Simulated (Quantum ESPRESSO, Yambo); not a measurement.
# A GW chain in Yambo: ZnSe (Stilleite), part 2 of 3

Aim: the G0W0 gap of ZnSe (Stilleite) on PBE, step by step.

Quantum ESPRESSO 7.5 and Yambo 5.3.0; PBE and many-body steps on it, plane waves. Known limits of the many-body steps: not at the basis limit; no spin-orbit coupling; coarse k mesh.

So far. Step 2 (Ground state): The gap is direct, at Γ. Step 3 (Bands along the symmetry lines): The gap is 1.291 eV, as in the run before at this level.

### Step 4. Empty states on the mesh, 4×4×4 mesh, 89 bands

Level of this step: DFT, PBE, plane waves, norm-conserving pseudopotentials (Quantum ESPRESSO).

The sums over transitions need many empty states on a uniform mesh; this step solves for them.

pw.in

```
&control
  calculation = 'nscf'
  prefix = 'x'
  outdir = 'o'
  pseudo_dir = 'pseudo'
/
&system
  ibrav = 0
  nat = 2
  ntyp = 2
  ecutwfc = 104.0
  nbnd = 89
  force_symmorphic = .true.
/
&electrons
  conv_thr = 1e-9
  electron_maxstep = 80
  diago_full_acc = .true.
  diago_thr_init = 5e-6
/
ATOMIC_SPECIES
  Zn 65.38 Zn.upf
  Se 78.971 Se.upf
CELL_PARAMETERS angstrom
  -0.0000000000 2.8338000000 2.8338000000
  2.8338000000 -0.0000000000 2.8338000000
  2.8338000000 2.8338000000 0.0000000000
ATOMIC_POSITIONS crystal
  Zn 0.0000000000 0.0000000000 0.0000000000
  Se 0.2500000000 0.2500000000 0.2500000000
K_POINTS automatic
  4 4 4 0 0 0
```

Started as:

```
$ OMP_NUM_THREADS=1 mpirun -n 8 pw.x -nk 4 -in pw.in > pw.out
```

Log:

```text
[banner, memory and clock lines left out]
Program PWSCF v.7.5 starts

     Atomic positions and unit cell read from directory:
     o/x.save/

     Message from routine setup:
     using ibrav=0 with symmetry is DISCOURAGED, use correct ibrav instead

     bravais-lattice index     =            0
     lattice parameter (alat)  =       7.5733  a.u.
     unit-cell volume          =     307.1384 (a.u.)^3
     number of atoms/cell      =            2
     number of atomic types    =            2
     number of electrons       =        44.00
     number of Kohn-Sham states=           89
     kinetic-energy cutoff     =     104.0000  Ry
     charge density cutoff     =     416.0000  Ry
     Exchange-correlation= PBE
                           (   1   4   3   4   0   0   0)

     celldm(1)=   7.573263  celldm(2)=   0.000000  celldm(3)=   0.000000
     celldm(4)=   0.000000  celldm(5)=   0.000000  celldm(6)=   0.000000

     crystal axes: (cart. coord. in units of alat)
               a(1) = (  -0.000000   0.707107   0.707107 )
               a(2) = (   0.707107  -0.000000   0.707107 )
               a(3) = (   0.707107   0.707107   0.000000 )

     reciprocal axes: (cart. coord. in units 2 pi/alat)
               b(1) = ( -0.707107  0.707107  0.707107 )
               b(2) = (  0.707107 -0.707107  0.707107 )
               b(3) = (  0.707107  0.707107 -0.707107 )
     Pseudo is Norm-conserving + core correction, Zval = 20.0
     Generated using ONCVPSP code by D. R. Hamann
     Using radial grid of 1326 points,  6 beta functions with:
     Pseudo is Norm-conserving + core correction, Zval = 24.0
     Generated using ONCVPSP code by D. R. Hamann
     Using radial grid of 1214 points,  6 beta functions with:
     Zn               20.00    65.38000     Zn( 1.00)
     Se               24.00    78.97100     Se( 1.00)

     24 Sym. Ops. (no inversion) found

   Cartesian axes

     site n.     atom                  positions (alat units)
         1        Zn     tau(   1) = (   0.0000000   0.0000000   0.0000000  )
         2        Se     tau(   2) = (   0.3535534   0.3535534   0.3535534  )

     number of k points=     8
                       cart. coord. in units 2pi/alat
        k(    1) = (   0.0000000   0.0000000   0.0000000), wk =   0.0312500
        k(    2) = (   0.1767767   0.1767767  -0.1767767), wk =   0.2500000
        k(    3) = (  -0.3535534  -0.3535534   0.3535534), wk =   0.1250000
[...]
k(    7) = (  -0.7071068   0.0000000   0.0000000), wk =   0.0937500
        k(    8) = (  -0.7071068   0.3535534   0.0000000), wk =   0.1875000

     Dense  grid:    44039 G-vectors     FFT dimensions: (  50,  50,  50)

     The potential is recalculated from file :
     o/x.save/charge-density

     Starting wfcs are   23 randomized atomic wfcs +   66 random wfcs

     Band Structure Calculation

     End of band structure calculation

          k = 0.0000 0.0000 0.0000 (  5577 PWs)   bands (ev):

  -198.4430-137.9212-137.9212-137.9212-116.4660 -70.6256 -70.6256 -70.6256
   -38.0966 -38.0966 -38.0966 -38.0925 -38.0925  -4.4790   2.2368   2.2368
     2.2368   2.6048   2.6048   8.7791   8.7791   8.7791  10.0703  14.5929
    14.5929  14.5929  18.7189  20.2713  20.2713  21.8455  21.8455  21.8455
[...]
82.6339

          k = 0.1768 0.1768-0.1768 (  5492 PWs)   bands (ev):

  -198.4430-137.9212-137.9212-137.9212-116.4660 -70.6257 -70.6257 -70.6257
[...]
79.3148

          k =-0.3536-0.3536 0.3536 (  5480 PWs)   bands (ev):

  -198.4430-137.9212-137.9212-137.9212-116.4660 -70.6257 -70.6257 -70.6257
[...]
66.8190  66.8190  66.8650  68.6406  68.6406  68.7404  68.8674  68.8674
    69.9700  70.4084  73.0952  73.0952  73.3192  73.4134  73.4134  74.2608
    77.1718

          k = 0.3536 0.0000 0.0000 (  5457 PWs)   bands (ev):

     [... further k-points ...]

     highest occupied, lowest unoccupied level (ev):     8.7791   10.0703

     XML data file, pseudopotentials, collected wavefunctions
```

It took 5.2 s on 8 MPI ranks of Arm Neoverse V2, shared host; peak memory 0.55 GiB; 38 s of CPU time.

Numbers from this step:

```
gap                                                           : 1.291 eV
k of the valence top                                          : 0, 0, 0
k of the conduction bottom                                    : 0, 0, 0
least direct gap                                              : 1.291 eV
k points computed                                             : 8
lowest point of the top converged band, above the valence top : 67.8994 eV
```

On this mesh the gap is 1.291 eV.

### Step 5. Conversion and set-up

This step: Yambo 5.3.0; conversion and set-up on PBE, plane waves, norm-conserving pseudopotentials.

The states are converted to the many-body program's format and the q mesh is built.

Started as:

```
$ (cd o/x.save; p2y > p2y.log; mv SAVE ../..); yambo > setup.log
```

Log:

```text
 Yambo, version 5.3.0

 [02] CORE Variables Setup
 =========================

  [02.01] Unit cells
  ==================

  Cell kind             :  FCC
  Atoms in the cell     :  Zn  Se
  number of Zn atoms    :  1
  number of Se atoms    :  1

  List of atomic masses
  Mass of Zn    :  65.38000
  Mass of Se    :  78.97100

  List of atomic coordinates    : [cc]
  Zn1       :  0.000000  0.000000  0.000000  order 1
  Se1       :  2.677553  2.677553  2.677553  order 2

  Alat factors          :  5.355106  5.355106  5.355106 [a.u.]
  Direct lattice volume :  307.1384 [a.u.]
  Direct lattice vectors:  A[ 1 ]  A[ 2 ]  A[ 3 ]
   A[ 1 ]: -0.000000  1.000000  1.000000  [iru]
  -0.000000  5.355106  5.355106  [cc]
   A[ 2 ]:  1.000000 -0.000000  1.000000  [iru]
   5.355106 -0.000000  5.355106  [cc]
   A[ 3 ]:  1.000000  1.000000  0.000000  [iru]
   5.355106  5.355106  0.000000  [cc]

  Recip. lattice volume :  0.807617 [a.u.]
  Recip. lattice vectors:  B[ 1 ]  B[ 2 ]  B[ 3 ]
   B[ 1 ]: -0.500000  0.500000  0.500000  [iku]
  -0.586654  0.586654  0.586654  [cc]
   B[ 2 ]:  0.500000 -0.500000  0.500000  [iku]
   0.586654 -0.586654  0.586654  [cc]
   B[ 3 ]:  0.500000  0.500000 -0.500000  [iku]
   0.586654  0.586654 -0.586654  [cc]

  [02.02] Symmetries
  ==================

  Inversion symmetry    : yes
  Spatial inversion     : no
  Inversion index       :  25
  K-space Time-reversal : yes
  Magnetic symmetries   : no
  Time-reversal derived K-space symmetries:   25   48
  Group table correct   : yes
  Symmetries units      :  [cc]

   [S  1]:   1.0000      0.12943E-16  0.12943E-16  0.12943E-16   1.0000     -0.12943E-16 -0.12943E-16 -0.12943E-16   1.0000
   [S  2]:  -1.0000     -0.12943E-16  0.12943E-16 -0.12943E-16  -1.0000     -0.12943E-16  0.12943E-16  0.12943E-16   1.0000
   [S  3]:  -1.0000      0.12943E-16 -0.12943E-16 -0.12943E-16   1.0000      0.12943E-16  0.12943E-16 -0.12943E-16  -1.0000
[...]
[S  9]:  0.12943E-16   1.0000      0.12943E-16 -0.12943E-16  0.12943E-16   1.0000       1.0000     -0.12943E-16 -0.12943E-16
   [S 10]:  0.12943E-16  -1.0000     -0.12943E-16 -0.12943E-16 -0.12943E-16  -1.0000       1.0000      0.12943E-16  0.12943E-16
     [... 36 further rows ...]
   [S*47]:   1.0000      0.12943E-16 -0.12943E-16  0.12943E-16 -0.12943E-16  -1.0000     -0.12943E-16   1.0000      0.12943E-16
   [S*48]:   1.0000     -0.12943E-16  0.12943E-16  0.12943E-16  0.12943E-16   1.0000     -0.12943E-16  -1.0000     -0.12943E-16

  [02.03] Reciprocal space
  ========================

  nG shells         :   406
  nG charge         :   44039
  nG WFs            :   6589
  nC WFs            :   5577
  G-vecs. in first 40 shells:  [ Number ]
     1    9   15   27   51   59   65   89  113
    137   169   181   229   259   283   307   331   339
    387   411   459   531   537   561   609   645   701
[...]
1139  1211  1243  1291
  ...
[...]
K/Q-points units:
  rlu = crystal or reduced units; cc = cartesian coordinates; iku = interal k-units

  K [1]          [rlu]:  0.000000  0.000000  0.000000
         WF components:   5577
  K [2]          [rlu]:  0.33641E-17  0.33641E-17  0.25000
         WF components:   5492
  K [3]          [rlu]: -0.67283E-17 -0.67283E-17 -0.50000
         WF components:   5480
  K [4]          [rlu]: -0.60307E-17  0.25000      0.25000
         WF components:   5457
  K [5]          [rlu]: -0.10092E-16  0.25000     -0.50000
         WF components:   5486
  [... 2 further k-points ...]
  K [8]          [rlu]:  0.250000 -0.500000 -0.250000
         WF components:   5520

  [02.05] Energies & Occupations
  ==============================

  [X] === General ===
  [X] Electronic Temperature                        :  0.000000  0.000000 [eV K]
  [X] Bosonic    Temperature                        :  0.000000  0.000000 [eV K]
  [X] Finite Temperature mode                       : no
  [X] El. density                                   :  0.96675E+24 [cm-3]
  [X] Fermi Level                                   :  8.779089 [eV]

  [X] === Gaps and Widths ===
  [X] Conduction Band Min                           :  1.291204 [eV]
  [X] Valence Band Max                              :  0.000000 [eV]
  [X] Filled Bands                                  :  22
  [X] Empty Bands                                   :   23   89
  [X] Direct Gap                                    :  1.291204 [eV]
  [X] Direct Gap localized at k                     :  1
  [X] Indirect Gap                                  :  1.291204 [eV]
  [X] Indirect Gap between kpts                     :  1  1
  [X] Last valence band width                       :  2.657666 [eV]
  [X] 1st conduction band width                     :  4.197883 [eV]

  E @ K [1]:  [eV]
  -207.2221 -146.7002 -146.7002 -146.7002 -125.2451  -79.4047  -79.4047  -79.4047
  -46.87564 -46.87564 -46.87564 -46.87154 -46.87154 -13.25808  -6.54231  -6.54231
   -6.54231     -6.17424     -6.17424    -0.456774E-7 -0.209509E-7   0.00000      1.29120      5.81377
[...]
occ @ K [1]
[...]
E @ K [2]:  [eV]
[...]
occ @ K [2]
[...]
E @ K [3]:  [eV]
[...]
occ @ K [3]
[...]
E @ K [4]:  [eV]
[...]
occ @ K [4]
[...]
E @ K [5]:  [eV]
[...]
occ @ K [5]
[...]
[... 2 further k-points ...]
  E @ K [8]:  [eV]
[...]
occ @ K [8]
[...]
0.000000  0.000000  0.000000  0.000000  0.000000  0.000000  0.000000  0.000000
   0.000000  0.000000  0.000000  0.000000  0.000000  0.000000  0.000000  0.000000

 [03] Transferred momenta grid and indexing
 ==========================================

 IBZ Q-points                                      :   8
 BZ  Q-points                                      :   64

 K/Q-points units:
 rlu = crystal or reduced units; cc = cartesian coordinates; iku = interal k-units

 Q [1]          [rlu]:  0.000000  0.000000  0.000000
 Q [2]          [rlu]:  0.33641E-17  0.33641E-17  0.25000
 Q [3]          [rlu]: -0.67283E-17 -0.67283E-17 -0.50000
[...]
Q [7]          [rlu]:  0.12061E-16 -0.50000     -0.50000
 Q [8]          [rlu]:  0.250000 -0.500000 -0.250000

  [03.01] X indexes
  =================

   [03.01.01] Sigma indexes
   ========================

 [06] Game Over & Game summary
```

Run time: 2.8 s. Hardware: 1 MPI rank; peak memory 0.26 GiB.

(Continued in part 3 of 3.)

[Paths, hosts, dates, memory and timing lines, banners, echoed tables and standing remarks are left out of the program output.]

[Logs are printed without paths, hosts, clocks, repeated set-up lines and the standing remarks that a program may print on its own settings, such as how far it seeks lower states.]

[Runs of the session that timed out or met a known fault of the program may be left out.]

[Hosts, paths, dates, database ids (printed as entryN), source tags and the programs' standing remarks are cut or masked in the printed files.]
